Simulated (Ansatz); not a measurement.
CsCl:
```
CELL_PARAMETERS angstrom
      4.14021     0.00000     0.00000
      0.00000     4.14021     0.00000
      0.00000     0.00000     4.14021
ATOMIC_POSITIONS crystal
  Cs 0.00000 0.00000 0.00000
  Cl 0.50000 0.50000 0.50000
```

Relaxed with r²SCAN. Special points in fractions of this cell's reciprocal vectors: Γ (0.000, 0.000, 0.000); X (0.000, 0.500, 0.000); M (0.500, 0.500, 0.000); R (0.500, 0.500, 0.500).

**Question.** List the band energies nearest the valence-band maximum at these points for plane-wave PAW r²SCAN (Ansatz code).

**Answer.** In eV from the valence-band maximum; about four levels below and three above (degenerate sets whole), none deeper than 8.9 eV; points with the same levels are listed once.

```
k                                below                above
-  -----------------------------------  -------------------
Γ     -6.01 -6.01 -6.01 0.00 0.00 0.00       5.91 5.91 6.01
X        -5.87 -5.87 -1.12 -0.22 -0.22       6.95 8.26 9.57
M              -5.79 -0.43 -0.43 -0.06  6.56 6.64 8.62 8.62
R  -6.53 -6.53 -6.53 -1.06 -1.06 -1.06       9.14 9.14 9.14
```

Space group Pm-3m (CsCl type). The cell was relaxed with r²SCAN under the symmetry of its start. Spin–orbit coupling is left out wherever it is not named.

Potentials: the earlier of the program's two PAW sets.
